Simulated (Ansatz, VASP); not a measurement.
**One calculation of Bi, two programs**

```
Bi
1.0
    -1.98143    1.98143    1.98143
     1.98143   -1.98143    1.98143
     1.98143    1.98143   -1.98143
Bi
1
Direct
  0.00000 0.00000 0.00000
```

This isn't the form of Bi at room conditions, which is rhombohedral.

Alike in both runs: task relaxation of cell and atoms; functional r2SCAN; k mesh 16 × 16 × 16; occupations gaussian, width 0.1 eV; no spin polarisation.

|  | VASP | Ansatz |
| --- | --- | --- |
| version | VASP 6.6.1 | Ansatz 0.2.0 |
| potentials or method | VASP PAW PBE potentials, release 64 (Bi_d) | scalar-relativistic, plane waves, PAW |
| plane-wave cutoff (eV) | 600 | 500 |
| valence electrons in the cell | 15 | 15 |

Ansatz gave:

```
gap on the k mesh at the Fermi level, each at its own relaxed structure (eV) : none
relaxed volume (Å³/atom)                                                     : 31.06
relaxed cell length with the largest relative difference (Å)                 : 3.430
```

Estimate VASP's values.

gap on the k mesh at the Fermi level, each at its own relaxed structure (eV): none; relaxed volume (Å³/atom): 31.08; relaxed cell length with the largest relative difference (Å): 3.431.

A gap of «none» marks a metal or a gap that the smearing closes.

Caveats: the PAW data sets were made with another functional, which shifts forces and pressure a little (VASP); spin-orbit coupling is left out, which moves the levels of the heavy elements.
